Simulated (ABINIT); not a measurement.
Set up this calculation in ABINIT 10.8.3 (patched build), as the native input.

```
Task                                            : equation of state
Functional                                      : PBE
Dispersion                                      : D3
Potentials or basis                             : JTH PAW PBE v2.0
Cutoff                                          : 707 eV
k mesh                                          : 10 × 10 × 10
Occupations                                     : fermi-dirac, width 0.05 eV
Spin                                            : no spin polarisation
Fine-grid cutoff                                : 1306.15 eV
Exchange and correlation inside the PAW spheres : full angular mesh (pawxcdev 0, this build's default; the released program takes 1)
```

The system is TaN.

```
CELL_PARAMETERS angstrom
0.00000 2.21132 2.21132
2.21132 0.00000 2.21132
2.21132 2.21132 0.00000
ATOMIC_POSITIONS crystal
Ta 0.50000 0.50000 0.50000
N 0.00000 0.00000 0.00000
```

The cell comes from a database or a generator and needn't be the stable form of this composition.

These files were run (other wordings do the same):

run.abi

```
# Datasets: one volume each
ndtset 7
getwfk -1
scalecart1 3*0.9795861087
scalecart2 3*0.9864848297
scalecart3 3*0.9932883884
scalecart4 3*1.0000000000
scalecart5 3*1.0066227096
scalecart6 3*1.0131594038
scalecart7 3*1.0196128224

# Pseudopotentials
pp_dirpath "./"
pseudos "Ta.GGA_PBE-JTH.xml, N.GGA_PBE-JTH.xml"

# Structure
acell 3*1.0
rprim
     0.0000000000     4.1787948431     4.1787948431
     4.1787948431     0.0000000000     4.1787948431
     4.1787948431     4.1787948431     0.0000000000
ntypat 2
znucl 73 7
natom 2
typat 1 2
xred
     0.5000000000     0.5000000000     0.5000000000
     0.0000000000     0.0000000000     0.0000000000

# Plane-wave basis
ecut 26.0
pawecutdg 48.0

# k points
kptopt 1
ngkpt 10 10 10
nshiftk 1
shiftk 0.0 0.0 0.0

# Exchange and correlation
ixc 11
vdw_xc 6

# Bands and occupations
nband 13
occopt 3
tsmear 0.00183747

# SCF cycle
nstep 100
tolvrs 1.0e-9

# Output
iomode 3
prtwf 1
prtden 0
prteig 0
prtebands 0
enunit 2
```

Potentials or basis: JTH PAW PBE v2.0.

Command:

```console
$ abinit run.abi > log 2>&1
```

It gave:

```
Equilibrium volume                      : 10.54 Å³/atom
Bulk modulus                            : 350 GPa
Pressure derivative of the bulk modulus : 4.5
```

Caveat: pressures at fixed basis lie under the slope of the energies; the highest band is partly filled, so the run has too few bands.

Wall time 2.4 min on 1 thread of Arm Neoverse V1, on a shared host, peak memory 0.16 GiB.
